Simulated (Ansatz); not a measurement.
An Ansatz input:

```yaml
crystal:
  lattice:
    - [2.9224118398, 0.0, 0.0]
    - [0.0, 2.9224118398, 0.0]
    - [0.0, 0.0, 2.9224118398]
  atoms:
    - { symbol: Se, position: [0.0, 0.0, 0.0] }
hamiltonian:
  xc: revpbe
  pseudopotentials:
    kind: paw
    azcp:
      Se: "pseudopotentials/Se.paw.azcp"
basis:
  ecutwfc: 420
  fft_grid_basis: typed
kpoints:
  mp_grid: { grid: [12, 12, 12], shift: [0, 0, 0] }
magnetization:
  spin_polarized: false
scf:
  occupations: { method: fermi_dirac, width: 0.1 }
  lower_state_search: "off"
output:
  stress: true
  write_density: true
  write_potential: true
  elf: true
  volumetric_format: npy
```

Output

```
Engine: ansatz 0.2.0, aarch64-unknown-linux-gnu
Pseudopotentials: kind: paw
Pseudopotential: Se, paw, valence charge 16, recommended cutoff 420 eV (normal) 
Functional definition: revPBE
  parameter kappa = 1.245
  parameter beta = 0.06672455060314922
  exchange = pbe_x(kappa = kappa, mu = beta*pi^2/3)
  correlation = pbe_c(beta = beta)
Crystal: 1 atoms, lattice volume = 24.959 Å³
Basis set: ecut = 420 eV, 461 PW (Γ)
Bands: 12, of which v1, the nominal top of the filled ones, is band 8 counted from 1 (7 counted from 0)
Symmetry: 48 space group operations
Space group: Pm-3m (ITA 221), of the structure as read, at distance tolerance 2.9e-5 Å
k-points: 84 of 1728
Non-local potential: Se, projectors of the file, l = 0: 2, l = 1: 2, l = 2: 3, l = 3: 1
PAW form: soft (Blöchl's): semilocal exchange-correlation on the pseudo side does not see the compensation charge
PAW frozen core: Se, regenerated for the run's functional, and the local potential with it (the file was generated under x = pbe(κ = 0.804, μ = 0.2195149727645171), c = pbe(β = 0.06672455060314922))
PAW one-centre angular grid: Se, 590 points (default); XC on 64 Gauss nodes
Initial density: superposition of atomic densities (neutral atoms: chi_scale 0, normalization atom), corrected by the library's trained network
Initial wavefunctions: pseudopotential atomic-orbital guess
Functional: x = revpbe(κ = 1.245, μ = 0.2195149727645171), c = pbe(β = 0.06672455060314922)
SCF iter   1: F=—  HF=-5473.135180 eV  |F-HF|=—  |Δ(HF+E_count)|=         —  Δρ=1.63e-3  dr2=5.13e-4  ethr=1.77e-3  ⟨swp⟩=5.3  Hψ=6068  notcnv=0
SCF iter   2: F=—  HF=-5473.135442 eV  |F-HF|=—  |Δ(HF+E_count)|=   2.62e-4  Δρ=1.13e-3  dr2=2.36e-4  ethr=3.21e-6  ⟨swp⟩=2.2  Hψ=1918  notcnv=0
SCF iter   3: F=—  HF=-5473.135723 eV  |F-HF|=—  |Δ(HF+E_count)|=   2.81e-4  Δρ=2.77e-4  dr2=3.43e-5  ethr=1.48e-6  ⟨swp⟩=2.2  Hψ=1290  notcnv=0
SCF iter   4: F=—  HF=-5473.135725 eV  |F-HF|=—  |Δ(HF+E_count)|=   2.22e-6  Δρ=1.18e-4  dr2=4.04e-6  ethr=2.14e-7  ⟨swp⟩=2.0  Hψ=1666  notcnv=0
SCF iter   5: F=—  HF=-5473.135729 eV  |F-HF|=—  |Δ(HF+E_count)|=   3.50e-6  Δρ=1.31e-4  dr2=4.87e-6  ethr=2.52e-8  ⟨swp⟩=2.0  Hψ=1279  notcnv=0
SCF iter   6: F=—  HF=-5473.135728 eV  |F-HF|=—  |Δ(HF+E_count)|=   9.51e-7  Δρ=6.58e-5  dr2=1.20e-6  ethr=2.52e-8  ⟨swp⟩=1.4  Hψ=1119  notcnv=0
SCF iter   7: F=-5473.135727 eV  HF=-5473.135727 eV  |F-HF|=3.23e-8  |Δ(HF+E_count)|=   3.20e-7  Δρ=1.59e-5  dr2=7.26e-8  ethr=6.25e-10  ⟨swp⟩=5.2  Hψ=5104  notcnv=0
SCF 1 converged in 7 iterations: F = -5473.135727 eV  dr2 = 7.26e-8
SCF converged after 7 iterations
Free energy (F): -5473.135727 eV
Harris-Foulkes:  -5473.135727 eV  (|F-HF|=3.23e-8)
Internal energy: -5473.115929 eV  (E = F + TS)
E sigma→0 (E₀):  -5473.125828 eV
Entropy (-TS):   -0.019798 eV (-19.798 meV/atom)
Fermi energy:    8.236986 eV
--- Per-component energies (eV) ---
  E_band       = -389.217274
  E_kinetic    = 115.004904
  E_local      = -2337.317685  (includes V_loc(G=0)·N_el)
  E_nonlocal   = -595.218257
  E_hartree    = 1153.123417
  E_xc         = -102.801356
  E_vxc        = -96.108232  (∫ρ·V_xc dr)
  E_paw        = -1916.235605  (= ΣΔE_a)
  E_vpaw       = 218.163887  (= ΣTr[D̂ρ^β])
  E_aug_tail   = -0.000616  (compensation charges beyond the density's cutoff)
  E_ewald      = -1789.473301
  E_core_change = -0.197430  (= ΣΔE_core)
  E_smearing   = -0.019798  (= −TS)
  E_closure    = -0.000000  (closes the sum)
  Σ components = -5473.135727   (vs F -5473.135727, Δ=0.00e0)
--- Stress (GPa, compression-positive) ---
       -4.161998       0.000000       0.000000
        0.000000      -4.161998       0.000000
        0.000000       0.000000      -4.161998
  P = ⅓ Tr σ = -4.1620 GPa (-41.620 kbar)
--- Band table (eV; the first three rows and the last of 84) ---
  k-point 0: bands = ["-40.1334", "-40.1334", "-40.1194", "-40.1194", "-40.1194", "-6.9681", "9.4754", "9.4754", "9.4754", "15.7368", "16.1965", "16.1965"]
  k-point 1: bands = ["-40.1334", "-40.1323", "-40.1197", "-40.1197", "-40.1194", "-6.8824", "8.6010", "9.5416", "9.5416", "15.9565", "16.2890", "17.1638"]
  k-point 2: bands = ["-40.1333", "-40.1293", "-40.1204", "-40.1204", "-40.1193", "-6.6337", "6.8686", "9.7300", "9.7300", "16.3095", "16.5598", "19.4197"]
  k-point 83: bands = ["-40.1274", "-40.1274", "-40.1274", "-40.1082", "-40.1082", "-1.8567", "5.2811", "5.2811", "5.2811", "14.4901", "14.4901", "14.4901"]
```
